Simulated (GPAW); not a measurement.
# AlN (P6_3mc) in GPAW: notebook, part 2 of 3

GPAW 26.7.0. Earlier steps stand in the parts before.

**3. Gruneisen, LDA**

Input file run.py:

```python
import json
import numpy as np
from ase import Atoms
from ase.constraints import FixSymmetry
from ase.filters import FrechetCellFilter
from ase.io import write
from ase.optimize import BFGS
from ase.spacegroup import crystal
from phonopy import Phonopy
from phonopy.structure.atoms import PhonopyAtoms
from gpaw import GPAW, PW

# Al 2b
# N 2b
atoms = crystal(['Al', 'N'],
                basis=[[0.6666666667, 0.3333333333, 0.5],
                       [0.6666666667, 0.3333333333, 0.88]],
                spacegroup=186, setting=1,  # P6_3mc
                cellpar=[3.113, 3.113, 4.981, 90.0, 90.0, 120.0],
                primitive_cell=True)

calc = GPAW(mode=PW(800),
            xc='LDA',
            kpts={'size': (7, 7, 4), 'gamma': True},
            occupations={'name': 'fermi-dirac', 'width': 0.05},
            nbands=18,
            convergence={'density': 1e-06, 'eigenstates': 1e-09},
            maxiter=150,
            txt='gpaw.txt')
atoms.calc = calc
atoms.set_constraint(FixSymmetry(atoms))
BFGS(FrechetCellFilter(atoms), trajectory='relax.traj', logfile='-').run(fmax=0.005, steps=40)
atoms.set_constraint()
energy = atoms.get_potential_energy()
forces = atoms.get_forces()
stress = atoms.get_stress()
calc.write('gs.gpw')
write('result.traj', atoms)
print('Cell:', atoms.cell.cellpar().round(4))
print(atoms.get_scaled_positions().round(5))

def force_constants(scale):
    unit = PhonopyAtoms(symbols=atoms.get_chemical_symbols(), cell=atoms.cell[:] * scale**(1 / 3),
                        scaled_positions=atoms.get_scaled_positions())
    ph = Phonopy(unit, supercell_matrix=np.diag([1, 1, 1]), primitive_matrix=np.eye(3), symprec=1e-4)
    ph.generate_displacements(distance=0.03)
    forces = []
    for i, sc in enumerate(ph.supercells_with_displacements):
        a = Atoms(sc.symbols, cell=sc.cell, scaled_positions=sc.scaled_positions, pbc=True)
        c = GPAW(mode=PW(680),
                 xc='LDA',
                 kpts={'size': (7, 7, 4), 'gamma': True},
                 occupations={'name': 'fermi-dirac', 'width': 0.05},
                 nbands=18,
                 convergence={'density': 1e-06, 'eigenstates': 1e-09},
                 maxiter=150,
                 txt=f'disp-{scale:.3f}-{i:02d}.txt')
        a.calc = c
        f = a.get_forces()
        forces.append(f - f.mean(axis=0))
        print(f'displacement {i}: drift', f.mean(axis=0).round(5), flush=True)
    ph.forces = forces
    ph.produce_force_constants()
    ph.symmetrize_force_constants()
    return ph

qpoints = [[0.0, 0.0, 0.0]]
results = {}
for scale in [0.99, 1.0, 1.01]:
    ph = force_constants(scale)
    ph.run_qpoints(qpoints)
    nu = ph.qpoints.frequencies * 33.35641  # THz to cm^-1
    results[f'{scale:.3f}'] = nu.tolist()
    for qp, f in zip(qpoints, nu):
        print(scale, np.round(qp, 4), f.round(2))

lo, mid, hi = (np.array(results[x]) for x in ('0.990', '1.000', '1.010'))
gamma = np.where(abs(mid) > 5, -(hi - lo) / (np.log(1.01 / 0.99) * np.where(abs(mid) > 5, mid, 1)), 0)
results['gamma'] = gamma.tolist()
print('Mode Grueneisen parameters:')
print(gamma.round(3))
json.dump(results, open('phonons.json', 'w'))
```

Potentials or basis: the program's PAW data sets (release 1.2.1) made for this functional, pw.

The run is started by

```bash
> OMP_NUM_THREADS=1 python run.py
```

gpaw.txt:

```text
__  _  _
 | _ |_)|_||  |
 |__||  | ||/\| - 26.7.0

Input parameters:
  mode=PW(ecut=800.0),
  convergence={'density': 1e-06, 'eigenstates': 1e-09},
  kpts=MonkhorstPack(size=(7, 7, 4), gamma=True),
  maxiter=150,
  nbands=18,
  occupations=Occupations(name='fermi-dirac', width=0.05),
  xc=XC(name='LDA')

Diagonalizing LCAO Hamiltonian
Converting LCAO to pw mode

           N

           Al
        N

        Al

Atoms  # Å, Bohr magnetons
|   | symbol |        x |        y |        z |    initial magnetic moments |
|---|--------|----------|----------|----------|-----------------------------|
| 0 |     Al | 1.556500 | 0.898646 | 2.490500 | ( 0.0000,  0.0000,  0.0000) |
| 1 |     Al | 0.000000 | 1.797291 | 0.000000 | ( 0.0000,  0.0000,  0.0000) |
| 2 |      N | 1.556500 | 0.898646 | 4.383280 | ( 0.0000,  0.0000,  0.0000) |
| 3 |      N | 0.000000 | 1.797291 | 1.892780 | ( 0.0000,  0.0000,  0.0000) |

Unit cell  # Å
| periodic |         x |        y |        z |  lengths |     angles |
|----------|-----------|----------|----------|----------|------------|
|      yes |  3.113000 | 0.000000 | 0.000000 | 3.113000 |  90.000000 |
|      yes | -1.556500 | 2.695937 | 0.000000 | 3.113000 |  90.000000 |
|      yes |  0.000000 | 0.000000 | 4.981000 | 4.981000 | 120.000000 |
[... 197 lines left out ...]
Gap: 4.278 eV
Transition (v -> c):
  (s=0, k=0, n=7, [0.00, 0.00, 0.00]) -> (s=0, k=0, n=8, [0.00, 0.00, 0.00])
No difference between direct/indirect transitions

Stress tensor  # eV/Ang^3
|         x |        y |         z |
|-----------|----------|-----------|
|  0.028074 | 0.000000 | -0.000000 |
|  0.000000 | 0.028074 |  0.000000 |
| -0.000000 | 0.000000 |  0.017501 |

Forces  # eV/Ang
|        x |       y |        z |
|----------|---------|----------|
|  0.00000 | 0.00000 | -0.11999 |  # Al   0
| -0.00000 | 0.00000 | -0.11999 |  # Al   1
| -0.00000 | 0.00000 |  0.12000 |  # N    2
|  0.00000 | 0.00000 |  0.12000 |  # N    3

Interpolating wave functions to new cell

           N

           Al
        N

        Al

Atoms  # Å, Bohr magnetons
|   | symbol |        x |        y |         z |    initial magnetic moments |
|---|--------|----------|----------|-----------|-----------------------------|
| 0 |     Al | 1.554870 | 0.897705 |  2.487161 | ( 0.0000,  0.0000,  0.0000) |
| 1 |     Al | 0.000000 | 1.795409 | -0.001713 | ( 0.0000,  0.0000,  0.0000) |
| 2 |      N | 1.554870 | 0.897705 |  4.382131 | ( 0.0000,  0.0000,  0.0000) |
| 3 |      N | 0.000000 | 1.795409 |  1.893257 | ( 0.0000,  0.0000,  0.0000) |

Unit cell  # Å
| periodic |         x |         y |         z |  lengths |     angles |
|----------|-----------|-----------|-----------|----------|------------|
|      yes |  3.109740 | -0.000000 | -0.000000 | 3.109740 |  90.000000 |
|      yes | -1.554870 |  2.693114 |  0.000000 | 3.109740 |  90.000000 |
|      yes |  0.000000 |  0.000000 |  4.977747 | 4.977747 | 120.000000 |

Number of symmetries: 6
Symmetry operations  # r_c * U_cc + t_c -> r_c
|   | kind |            matrix            |
|---|------|------------------------------|
| 0 |  σ   |  1, 1, 0,  0,-1, 0,  0, 0, 1 |
| 1 |  E   |  1, 0, 0,  0, 1, 0,  0, 0, 1 |
| 2 |  C3  |  0, 1, 0, -1,-1, 0,  0, 0, 1 |
| 3 |  σ   |  0,-1, 0, -1, 0, 0,  0, 0, 1 |
| 4 |  σ   | -1, 0, 0,  1, 1, 0,  0, 0, 1 |
| 5 |  C3  | -1,-1, 0,  1, 0, 0,  0, 0, 1 |
[... 184 lines left out ...]
Gap: 4.293 eV
Transition (v -> c):
  (s=0, k=0, n=7, [0.00, 0.00, 0.00]) -> (s=0, k=0, n=8, [0.00, 0.00, 0.00])
No difference between direct/indirect transitions

Stress tensor  # eV/Ang^3
|         x |        y |         z |
|-----------|----------|-----------|
|  0.023373 | 0.000000 | -0.000000 |
|  0.000000 | 0.023373 |  0.000000 |
| -0.000000 | 0.000000 |  0.016881 |

Forces  # eV/Ang
|        x |        y |        z |
|----------|----------|----------|
| -0.00000 |  0.00000 | -0.07177 |  # Al   0
|  0.00000 | -0.00000 | -0.07177 |  # Al   1
| -0.00000 |  0.00000 |  0.07177 |  # N    2
|  0.00000 |  0.00000 |  0.07178 |  # N    3
[... 695 lines left out ...]
Gap: 4.426 eV
Transition (v -> c):
  (s=0, k=0, n=7, [0.00, 0.00, 0.00]) -> (s=0, k=0, n=8, [0.00, 0.00, 0.00])
No difference between direct/indirect transitions

Stress tensor  # eV/Ang^3
|         x |         y |        z |
|-----------|-----------|----------|
| -0.000521 |  0.000000 | 0.000000 |
|  0.000000 | -0.000521 | 0.000000 |
|  0.000000 |  0.000000 | 0.000581 |

Forces  # eV/Ang
|        x |        y |        z |
|----------|----------|----------|
| -0.00000 |  0.00000 | -0.00088 |  # Al   0
|  0.00000 |  0.00000 | -0.00088 |  # Al   1
|  0.00000 |  0.00000 |  0.00088 |  # N    2
| -0.00000 | -0.00000 |  0.00089 |  # N    3
[... 43 lines left out ...]
K-points  # in reciprocal-cell coordinates
|     |                                coordinates |     weight |
|-----|--------------------------------------------|------------|
|   0 | (  0.00000000,   0.00000000,   0.00000000) | 0.00510204 |
|   1 | (  0.00000000,   0.00000000,   0.25000000) | 0.01020408 |
|   2 | (  0.00000000,   0.00000000,   0.50000000) | 0.00510204 |
|   3 | (  0.14285714,   0.00000000,  -0.25000000) | 0.03061224 |
|   4 | (  0.14285
[... cut ...]
50000000) | 0.03061224 |

Plane wave coefficients: 2122
Cutoff: 800.0 eV

Spin-components: 1 (collinear spins)
Bands:           18
Projectors:      20
Spin-degeneracy: 2
Datatype:        complex128

Parallelization:
  kpt:    1
  domain: 1
  band:   1
[... 632 lines left out ...]
Forces  # eV/Ang
|        x |        y |        z |
|----------|----------|----------|
|  0.00000 |  0.00000 | -0.00223 |  # Al   0
|  0.00000 | -0.00000 | -0.00223 |  # Al   1
|  0.00000 | -0.00000 |  0.00223 |  # N    2
| -0.00000 |  0.00000 |  0.00223 |  # N    3

# Writing to gs.gpw (mode='')
```

disp-0.990-01.txt:

```text
SCF iterations
|iter     | |      energy | eigst |  dens |
|---------|-|-------------|-------|-------|
|iter:   1| |  -37.076741 | -0.26 |       |
|iter:   2| |  -35.998221 | -2.04 | -0.55 |
|iter:   3| |  -32.771626 | -0.77 | -0.60 |
|iter:   4| |  -32.750259 | -2.92 | -1.25 |
[... 47 lines left out ...]
|         17 |        20.884 |     0.000 |

Gap: 4.461 eV
Transition (v -> c):
  (s=0, k=0, n=7, [0.00, 0.00, 0.00]) -> (s=0, k=0, n=8, [0.00, 0.00, 0.00])
No difference between direct/indirect transitions

Forces  # eV/Ang
|        x |        y |        z |
|----------|----------|----------|
|  0.28407 | -0.00763 |  0.54190 |  # Al   0
| -0.01078 |  0.00022 | -0.22984 |  # Al   1
| -0.02410 |  0.00000 | -0.15443 |  # N    2
| -0.24920 |  0.00741 | -0.15843 |  # N    3
```

Run time: 5.9 min. Hardware: 1 thread of Intel Xeon 6975P-C (Granite Rapids), shared host; peak memory 0.74 GiB.

What came out:

```yaml
Free_energy: -32.8677 eV
Relaxed_volume: 10.25 Å³/atom
Relaxed_cell: a = 3.093 Å, b = 3.093 Å, c = 4.951 Å, α = 90.00°, β = 90.00°, γ = 120.00°
Space_group_after_relaxing_to_0.05_Å: P6_3mc (No. 186)
Pressure_after_relaxing: 0.0 GPa
Band_gap_on_the_k_mesh: 4.42 eV, direct
Highest_phonon_frequency_at_Γ_LO-TO_splitting_left_out: 737 cm⁻¹
```

Forces in eV/Å, atoms in the order of the input:
```
Al   0.000  0.000 -0.002
Al   0.000  0.000 -0.002
N    0.000  0.000  0.002
N    0.000  0.000  0.002
```

Final structure:
```xyz
4
Lattice="3.0928 0.0000 0.0000 -1.5464 2.6784 0.0000 0.0000 0.0000 4.9515" Properties=species:S:1:pos:R:3 pbc="T T T"
Al    1.5464    0.8928    2.4712
Al    0.0000    1.7856   -0.0046
N     1.5464    0.8928    4.3618
N     0.0000    1.7856    1.8861
```

Levels at points of the mesh, in eV from the valence-band top:
```tsv
k point	band 5	band 6	band 7	band 8	band 9	band 10	band 11	band 12
(0.00, 0.00, 0.00)	-0.88	-0.22	-0.22	0.00	4.42	6.72	10.65	11.09
(0.00, 0.00, 0.50)	-0.56	-0.56	-0.56	-0.56	6.60	6.60	10.32	10.32
```

Phonon frequencies in cm⁻¹ (negative: imaginary):
| q point | frequencies |
| --- | --- |
| (0.000, 0.000, 0.000) | 0 0 0 238 238 556 627 674 674 684 684 737 |

Mode Grüneisen parameters of phonons at Γ, in order of frequency: -0.20, -0.20, 0.99, 1.50, 1.62, 1.62, 1.46, 1.46, 1.13

Caveat: the cutoff is short for stress and forces, so pressures can be off by a GPa or more; the density grid can change from cell to cell, which puts small steps into energies and stress; the LO-TO splitting is left out.

[end of part 2 of 3]
